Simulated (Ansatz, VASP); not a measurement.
# AlNi3 in VASP and in Ansatz

```
Ni Al
1.0
     0.00000    2.83876    2.83876
     2.83876    0.00000    2.83876
     2.83876    2.83876    0.00000
Ni Al
3 1
Direct
  0.75000 0.75000 0.75000
  0.00000 0.00000 0.00000
  0.25000 0.25000 0.25000
  0.50000 0.50000 0.50000
```

Change from the starting cell: volume scaled by 1.04.

Alike in both runs: task single point; functional PBE; k mesh 8 × 8 × 8; occupations fermi-dirac, width 0.05 eV; collinear spin, ferromagnetic start.

|  | VASP | Ansatz |
| --- | --- | --- |
| version | VASP 6.6.1 | Ansatz 0.2.0 |
| potentials or method | VASP PAW PBE potentials, release 64 (Ni, Al) | Ansatz PAW |
| plane-wave cutoff (eV) | 520 | 420 |
| valence electrons in the cell | 33 | 57 |

|  | VASP | Ansatz | Ansatz less VASP |
| --- | --- | --- | --- |
| gap on the k mesh at the Fermi level (eV) | none | none | - |
| pressure (GPa) | -0.5 | -0.5 | +0.02 |
| net moment per atom (μB) | 0.00 | 0.00 | 0.000 |

A gap of «none» marks a metal or a gap that the smearing closes. The two sets of potentials don't hold the same shells in valence.

Caveats: the starting moments weren't kept (Ansatz).
